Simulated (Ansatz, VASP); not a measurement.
# Zn2SnN3 in VASP and in Ansatz

```
Zn Sn N
1.0
     3.46564    2.00089    3.56581
    -3.46564    2.00089    3.56581
     0.00000   -4.00177    3.56581
Zn Sn N
2 1 3
Cartesian
  0.0000 0.0000 3.6080
  0.0000 0.0000 7.0894
  0.0000 0.0000 0.0000
  0.0000 0.0000 8.8497
  0.0000 0.0000 1.8477
  0.0000 0.0000 5.3487
```

Alike in both runs: functional PBE; k mesh 6 × 6 × 6; occupations gaussian, width 0.1 eV; no spin polarisation.

Ansatz relaxed the structure, and its values are those at the end. VASP's run is a single point on that final structure, the one shown.

```csv
,VASP,Ansatz
version,VASP 6.6.1,Ansatz 0.2.0
potentials or method,"VASP PAW PBE potentials, release 64 (Zn, Sn_d, N)","scalar-relativistic, plane waves, PAW"
plane-wave cutoff (eV),520,420
valence electrons in the cell,53,53
```

VASP gave:

```
gap on the k mesh at the Fermi level (eV) : none
pressure (GPa)                            : 0.4
rms of the force components (eV/Å)        : 0.083
```

Task: What did Ansatz give for the same quantities?

Result: gap on the k mesh at the Fermi level (eV): none; pressure (GPa): 0.2; rms of the force components (eV/Å): 0.006.

A gap of «none» marks a metal or a gap that the smearing closes. With one functional, cell and mesh, what is left measures potentials, basis and numerics.
